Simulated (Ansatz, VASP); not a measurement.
## One calculation of Si, two programs

```
Si
1.0
    -3.42277    3.42277    3.42277
     3.42277   -3.42277    3.42277
     3.42277    3.42277   -3.42277
Si
6
Direct
  0.75000 0.25000 0.50000
  0.75000 0.50000 0.25000
  0.50000 0.25000 0.75000
  0.25000 0.50000 0.75000
  0.25000 0.75000 0.50000
  0.50000 0.75000 0.25000
```

This isn't the form of Si at room conditions, which is diamond.

Alike in both runs: task single point; functional PBE; k mesh 5 × 5 × 5; occupations fermi-dirac, width 0.1 eV; no spin polarisation.

|  | VASP | Ansatz |
| --- | --- | --- |
| version | VASP 6.6.1 | Ansatz 0.2.0 |
| potentials or method | VASP PAW PBE potentials, release 64 (Si) | plane waves, PAW |
| plane-wave cutoff (eV) | 520 | 500 |
| valence electrons in the cell | 24 | 24 |

```tsv
	VASP	Ansatz	Ansatz less VASP
pressure (GPa)	-3.1	-3.0	+0.05
```
